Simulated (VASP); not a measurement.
# Si (Fd-3m) in VASP: G0W0 quasiparticle levels with PBEsol

Aim: the G0W0 quasiparticle levels of Si with PBEsol.

Everything below comes from runs of VASP 6.6.1. Logs are shortened: lines on timing, memory, paths and dates and some standing lists are left out, and cuts for length are marked.

## 1. The structure

The structure is cubic, space group Fd-3m (No. 227). The conventional cell has a = 5.427 Å, b = 5.427 Å, c = 5.427 Å, α = 90.00°, β = 90.00°, γ = 90.00°. Si (site symmetry -43m) has 4 Si at 2.35 Å as nearest neighbours.

## 2. G0W0 quasiparticle levels, PBEsol

POSCAR

```
Si
1.0
    0.0000000000      2.7135600000      2.7135600000
    2.7135600000      0.0000000000      2.7135600000
    2.7135600000      2.7135600000      0.0000000000
Si
2
Direct
    0.7500000000      0.7500000000      0.7500000000
    0.5000000000      0.5000000000      0.5000000000
```

INCAR.step1

```
SYSTEM = Si
PREC = Accurate
ENCUT = 450
EDIFF = 1E-8
ISMEAR = 0
SIGMA = 0.01
LREAL = .FALSE.
LASPH = .TRUE.
NELM = 100
ALGO = Normal
LWAVE = .TRUE.
LCHARG = .FALSE.
GGA = PS
KPAR = 8
```

INCAR.step2

```
SYSTEM = Si
PREC = Accurate
ENCUT = 450
EDIFF = 1E-8
ISMEAR = 0
SIGMA = 0.01
LREAL = .FALSE.
LASPH = .TRUE.
NELM = 1
ALGO = Exact
LWAVE = .TRUE.
LCHARG = .FALSE.
GGA = PS
NBANDS = 104
LOPTICS = .TRUE.
ISTART = 1
KPAR = 8
```

INCAR.step3

```
SYSTEM = Si
PREC = Accurate
ENCUT = 450
EDIFF = 1E-8
ISMEAR = 0
SIGMA = 0.01
LREAL = .FALSE.
LASPH = .TRUE.
ALGO = EVGW0
LWAVE = .FALSE.
LCHARG = .FALSE.
GGA = PS
NELMGW = 1
NBANDS = 104
ENCUTGW = 150
NOMEGA = 50
PRECFOCK = Fast
ISTART = 1
NBANDSGW = 12
KPAR = 8
```

KPOINTS

```
Automatic mesh
0
G
  5 5 5
  0 0 0
```

Potentials or basis: VASP PAW PBE potentials, release 64 (Si_GW).

Command:

```sh
$ cat potpaw_PBE.64/Si_GW/POTCAR > POTCAR
$ cp INCAR.step1 INCAR
$ mpirun -np 8 vasp_std > vasp.out
$ cp INCAR.step2 INCAR
$ mpirun -np 8 vasp_std > vasp.out
$ cp INCAR.step3 INCAR
$ mpirun -np 8 vasp_std > vasp.out
```

OUTCAR:

```text
SYSTEM = Si
   PREC = Accurate
   ENCUT = 450
   EDIFF = 1E-8
   ISMEAR = 0
   LREAL = .FALSE.
   LASPH = .TRUE.
   GGA = PS
   NELMGW = 1
   ENCUTGW = 150
   PRECFOCK = Fast
   ISTART = 1

 ion  position               nearest neighbor table
   1  0.750  0.750  0.750-   2 2.35   2 2.35   2 2.35   2 2.35
   2  0.500  0.500  0.500-   1 2.35   1 2.35   1 2.35   1 2.35

  LATTYP: Found a face centered cubic cell.
 ALAT       =     5.4271200000

  Lattice vectors:

 A1 = (   0.0000000000,   2.7135600000,   2.7135600000)
 A2 = (   2.7135600000,   0.0000000000,   2.7135600000)
 A3 = (   2.7135600000,   2.7135600000,   0.0000000000)

Analysis of symmetry for initial positions (statically):
=====================================================================
 Subroutine PRICEL returns:
 Original cell was already a primitive cell.

 Routine SETGRP: Setting up the symmetry group for a
 face centered cubic supercell.

 Subroutine GETGRP returns: Found 48 space group operations
 (whereof 24 operations were pure point group operations)
 out of a pool of 48 trial point group operations.

The static configuration has the point symmetry T_d .
 The point group associated with its full space group is O_h .

Analysis of symmetry for dynamics (positions and initial velocities):
=====================================================================
 Subroutine PRICEL returns:
 Original cell was already a primitive cell.

 Routine SETGRP: Setting up the symmetry group for a
 face centered cubic supercell.

 Subroutine GETGRP returns: Found 48 space group operations
 (whereof 24 operations were pure point group operations)
 out of a pool of 48 trial point group operations.

The dynamic configuration has the point symmetry T_d .
 The point group associated with its full space group is O_h .

 Subroutine INISYM returns: Found 48 space group operations
 (whereof 24 operations are pure point group operations),
 and found     1 'primitive' translations

----------------------------------------------------------------------------------------

                                     Primitive cell

  volume of cell :      39.9621

  direct lattice vectors                    reciprocal lattice vectors
     0.000000000  2.713560000  2.713560000    -0.184259792  0.184259792  0.184259792
     2.713560000  0.000000000  2.713560000     0.184259792 -0.184259792  0.184259792
     2.713560000  2.713560000  0.000000000     0.184259792  0.184259792 -0.184259792

  length of vectors
     3.837553354  3.837553354  3.837553354     0.319147321  0.319147321  0.319147321

  position of ions in fractional coordinates (direct lattice)
     0.750000000  0.750000000  0.750000000
     0.500000000  0.500000000  0.500000000

  ion indices of the primitive-cell ions
   primitive index   ion index
                 1           1
                 2           2

----------------------------------------------------------------------------------------

 KPOINTS: Automatic mesh

Automatic generation of k-mesh.
 Grid dimensions read from file:
 generate k-points for:    5    5    5

 Generating k-lattice:

  Cartesian coordinates                     Fractional coordinates (reciprocal lattice)
    -0.036851958  0.036851958  0.036851958     0.200000000  0.000000000  0.000000000
     0.036851958 -0.036851958  0.036851958     0.000000000  0.200000000  0.000000000
     0.036851958  0.036851958 -0.036851958     0.000000000  0.000000000  0.200000000

  Length of vectors
     0.063829464  0.063829464  0.063829464

  Shift w.r.t. Gamma in fractional coordinates (k-lattice)
     0.000000000  0.000000000  0.000000000

 Subroutine IBZKPT returns following result:
 ===========================================

 Found     10 irreducible k-points:

 Following reciprocal coordinates:
            Coordinates               Weight
  0.000000  0.000000  0.000000      1.000000
  0.200000  0.000000  0.000000      8.000000
  0.400000  0.000000  0.000000      8.000000
  0.200000  0.200000  0.000000      6.000000
  0.400000  0.200000  0.000000     24.000000
 -0.400000  0.200000  0.000000     24.000000
 -0.200000  0.200000  0.000000     12.000000
  0.400000  0.400000  0.000000      6.000000
 -0.400000  0.400000  0.000000     12.000000
 -0.400000  0.400000  0.200000     24.000000
   k-points           NKPTS =     10   k-points in BZ     NKDIM =    125   number of bands    NBANDS=    104
   number of dos      NEDOS =    301   number of ions     NIONS =      2
   total plane-waves  NPLWV =  21952
   dimension x,y,z NGX =    28 NGY =   28 NGZ =   28
   dimension x,y,z NGXF=    56 NGYF=   56 NGZF=   56
   ions per type =               2
   NGX,Y,Z   is equivalent  to a cutoff of  12.13, 12.13, 12.13 a.u.
   NGXF,Y,Z  is equivalent  to a cutoff of  24.26, 24.26, 24.26 a.u.
 SYSTEM =  Si
   PREC   = accura    normal or accurate (medium, high low for compatibility)
   ISTART =      1    job   : 0-new  1-cont  2-samecut
   ICHARG =      0    charge: 1-file 2-atom 10-const
   ISPIN  =      1    spin polarized calculation?
   LNONCOLLINEAR =      F non collinear calculations
   LSORBIT =      F    spin-orbit coupling
   LASPH  =      T    aspherical Exc in radial PAW
   ENCUT  =  450.0 eV  33.07 Ry    5.75 a.u.   6.64  6.64  6.64*2*pi/ulx,y,z
   NELM   =     60;   NELMIN=  2; NELMDL=  0     # of ELM steps
   EDIFF  = 0.1E-07   stopping-criterion for ELM
   LREAL  =      F    real-space projection
   EDIFFG = 0.1E-06   stopping-criterion for IOM
   NSW    =      0    number of steps for IOM
   IBRION =     -1    ionic relax: 0-MD 1-quasi-New 2-CG
   NFREE  =      0    steps in history (QN), initial steepest desc. (CG)
   ISIF   =      0    stress and relaxation
   ISYM   =      3    0-nonsym 1-usesym 2-fastsym
   POTIM  = 0.5000    time-step for ionic-motion
   TEBEG  =    0.0;   TEEND  =   0.0 temperature during run
   PSTRESS=    0.0 pullay stress
   NELECT =       8.0000    total number of electrons
   NUPDOWN=      -1.0000    fix difference up-down
   EMIN   =  10.00;   EMAX   =-10.00  energy-range for DOS
   EFERMI =   0.00;   METHOD = LEGACY
   ISMEAR =     0;   SIGMA  =   0.01  broadening in eV -4-tet -1-fermi 0-gaus
   EFERMI_NEDOS =   21; number of points for ismear=-14 and -15
   IALGO  =     38    algorithm
   IMIX   =      4    mixing-type and parameters
     AMIX     =   0.40;   BMIX     =  1.00
     AMIX_MAG =   1.60;   BMIX_MAG =  1.00
  volume/ion in A,a.u.               =      19.98       134.84
  Fermi-wavevector in a.u.,A,eV,Ry     =   0.957684  1.809760 12.478691  0.917158
  Thomas-Fermi vector in A             =   2.086724
   LORBIT       =      0    0 simple, 1 ext, 2 COOP (PROOUT), +10 PAW based schemes
   GGA     = PS    functional components
   LHFCALC =     T    Hartree Fock is set to
   PRECFOCK=fast      Normal, Fast or Accurate (Low or Medium for compatibility)
   ENCUT4O =  -1.0   cutoff for four orbital integrals eV
   NKREDX  =     1    reduce k-point grid by
   NKREDY  =     1    reduce k-point grid by
   NKREDZ  =     1    reduce k-point grid by
   AEXX    =    1.0000 exact exchange contribution
   HFSCREEN=    0.0000 screening length (either q_TF or 0.3 A-1)
   HFSCREENC=   0.0000 screening length for correlation (either q_TF or 0.3 A-1)
   ENCUTFOCK=  -1.0 apply spherical cutoff to Coloumb kernel
   IVDW    =     0    specifies the selected vdW correction
   LEPSILON=     F    determine dielectric tensor
   LRPA    =     F    only Hartree local field effects (RPA)
   LRPAFORCE           =     F    calculate RPA forces
   ENCUTGW             = 150.0    cutoff for response function in eV
   ENCUTGWSOFT         = 120.0    soft cutoff for Coulomb kernel in GW response function in eV
   ENCUTLF             =  -1.0    cutoff for local field effects
   NELMGW              =     1    number of iterations in solving QP/BSE equation
   NELMHF              =     1    number of iterations in the inner HF iteration
   NKREDLFX            =     1    NKREDLFY  =   1   NKREDLFZ  =   1
 non-spin polarized calculation
 Gauss-broadening in eV      SIGMA  =   0.01
  energy-cutoff  :      450.00
  volume of cell :       39.96
 maximum number of plane-waves:       893
  NGX = 16; NGY = 16; NGZ = 16
   NGX = 13   NGY = 13   NGZ = 13
 maximum number of plane-waves:       170

 QP shifts <psi_nk| G(iteration)W_0 |psi_nk>: iteration 1
 for sc-GW calculations column KS-energies equals QP-energies in previous step
 and V_xc(KS)=  KS-energies - (<T + V_ion + V_H > + <T+V_H+V_ion>^1  + <V_x>^1)

 k-point   1 :       0.0000    0.0000    0.0000
  band No.  KS-energies  QP-energies   sigma(KS)   V_xc(KS)     V^pw_x(r,r')   Z            occupation Imag(sigma)

      1      -6.5483      -6.9660     -11.1145     -10.4777     -17.4922       0.6560       2.0000       1.1811
      2       5.4602       4.9928     -12.0178     -11.3987     -12.7848       0.7550       2.0000       0.0752
      3       5.4602       4.9928     -12.0178     -11.3987     -12.7848       0.7550       2.0000       0.0752
      4       5.4602       4.9928     -12.0178     -11.3987     -12.7848       0.7550       2.0000       0.0752
      5       7.9730       8.1713      -9.9053     -10.1684      -5.6896       0.7536       0.0000      -0.0554
      6       7.9730       8.1713      -9.9053     -10.1684      -5.6896       0.7536       0.0000      -0.0554
      7       7.9730       8.1713      -9.9053     -10.1684      -5.6896       0.7536       0.0000      -0.0554
      8       8.7994       9.1040     -10.6710     -11.0808      -5.9621       0.7435       0.0000      -0.0569
      9      13.1420      13.3994      -9.7201     -10.0678      -4.2168       0.7405       0.0000      -0.2180
     10      13.1420      13.3994      -9.7201     -10.0678      -4.2168       0.7405       0.0000      -0.2180
     11      13.1720      13.1848      -8.0790      -8.0956      -2.6982       0.7675       0.0000      -0.2821
     12      16.5543      16.5719      -8.5278      -8.5512      -2.2881       0.7475       0.0000      -0.5449

 k-point   2 :       0.2000    0.0000    0.0000
  band No.  KS-energies  QP-energies   sigma(KS)   V_xc(KS)     V^pw_x(r,r')   Z            occupation Imag(sigma)

      1      -6.0278      -6.4604     -11.1772     -10.5244     -17.3187       0.6626       2.0000       1.1055
      2       2.4247       1.9428     -11.4953     -10.8342     -13.3637       0.7289       2.0000       0.1236
      3       4.8733       4.4106     -11.8150     -11.1982     -12.7294       0.7502       2.0000       0.0731
      4       4.8733       4.4106     -11.8150     -11.1982     -12.7294       0.7502       2.0000       0.0731
      5       7.6173       7.8111      -9.9990     -10.2558      -5.8143       0.7547       0.0000      -0.0444
      6       8.7778       8.9724     -10.0354     -10.2965      -5.5661       0.7456       0.0000      -0.0680
      7       8.7778       8.9724     -10.0354     -10.2965      -5.5661       0.7456       0.0000      -0.0680
      8      11.4684      11.6986     -10.5589     -10.8716      -5.2560       0.7361       0.0000      -0.1664
      9      12.4388      12.6381      -9.3824      -9.6489      -4.0125       0.7479       0.0000      -0.2095
     10      12.4388      12.6381      -9.3824      -9.6489      -4.0125       0.7479       0.0000      -0.2095
     11      14.3967      14.4114      -8.2474      -8.2668      -2.5215       0.7549       0.0000      -0.3652
     12      16.2337      16.2792      -8.5773      -8.6383      -2.5362       0.7454       0.0000      -0.4826
[... 100 lines left out ...]
      1      -2.6004      -3.0589     -11.6267     -10.9662     -16.2187       0.6942       2.0000       0.5957
      2      -2.0010      -2.4625     -11.5453     -10.8804     -15.8227       0.6941       2.0000       0.5107
      3       1.3239       0.8222     -10.7394     -10.0423     -12.9926       0.7198       2.0000       0.1430
      4       2.8555       2.3324     -11.4495     -10.7369     -13.2185       0.7342       2.0000       0.0903
      5       6.3631       6.4804      -9.0412      -9.1935      -5.1569       0.7703       0.0000      -0.0461
      6       8.5168       8.6530      -9.5342      -9.7145      -5.1060       0.7555       0.0000      -0.0673
      7      13.5180      13.7206     -10.1849     -10.4638      -4.0011       0.7264       0.0000      -0.3529
      8      14.0718      14.2568     -10.2764     -10.5287      -4.3384       0.7331       0.0000      -0.3290
      9      14.1423      14.3465     -10.2989     -10.5812      -3.9407       0.7236       0.0000      -0.3960
     10      14.4650      14.6299      -9.8785     -10.1009      -3.9955       0.7411       0.0000      -0.3602
     11      19.7223      19.9130     -10.3479     -10.6144      -3.1419       0.7157       0.0000      -0.8409
     12      19.7875      19.9830     -10.3034     -10.5725      -3.2260       0.7262       0.0000      -0.9182

 k-point  10 :      -0.4000    0.4000    0.2000
  band No.  KS-energies  QP-energies   sigma(KS)   V_xc(KS)     V^pw_x(r,r')   Z            occupation Imag(sigma)

      1      -3.3735      -3.8379     -11.5153     -10.8450     -16.4588       0.6928       2.0000       0.7100
      2      -1.1155      -1.5795     -11.6856     -11.0181     -15.5242       0.6951       2.0000       0.3935
      3       1.4113       0.9131     -10.7822     -10.0907     -13.0030       0.7205       2.0000       0.1397
      4       2.4145       1.9173     -11.0215     -10.3423     -12.7677       0.7321       2.0000       0.1079
      5       8.7722       8.9198      -9.7020      -9.8983      -5.2164       0.7520       0.0000      -0.0701
      6       9.1224       9.2412      -9.3831      -9.5405      -4.8843       0.7547       0.0000      -0.0751
      7       9.8369      10.0544      -9.9044     -10.1986      -4.9523       0.7394       0.0000      -0.1065
      8      13.1823      13.3549      -9.9403     -10.1771      -4.0543       0.7288       0.0000      -0.2915
      9      13.8793      14.0843     -10.4259     -10.7075      -4.3093       0.7279       0.0000      -0.3475
     10      15.6147      15.8216     -10.1857     -10.4665      -3.8306       0.7368       0.0000      -0.4867
     11      18.7069      18.8968     -10.3684     -10.6301      -3.2887       0.7255       0.0000      -0.8009
     12      19.7799      19.8721      -9.3819      -9.5086      -2.6274       0.7281       0.0000      -0.7914
```

It took 51 s on 8 MPI ranks of AMD EPYC 7R13 (Zen 3), shared host; peak memory 0.36 GiB.

Results:

```
Band gap on the k mesh, mean-field level : 0.46 eV, indirect (least direct gap 2.51 eV)
Quasiparticle gap                        : 1.03 eV
Least direct quasiparticle gap           : 3.18 eV
```

Levels at points of the mesh, in eV from the valence-band top:
| k point | band 1 | band 2 | band 3 | band 4 | band 5 | band 6 | band 7 | band 8 |
| --- | --- | --- | --- | --- | --- | --- | --- | --- |
| (0.00, 0.00, 0.00) | -12.01 | 0.00 | 0.00 | 0.00 | 2.51 | 2.51 | 2.51 | 3.34 |

Caveat: bands, screening cutoff and mesh are small and nothing is extrapolated, so the quasiparticle values aren't converged; an odd mesh through Γ misses points on the zone boundary, where band edges often lie.
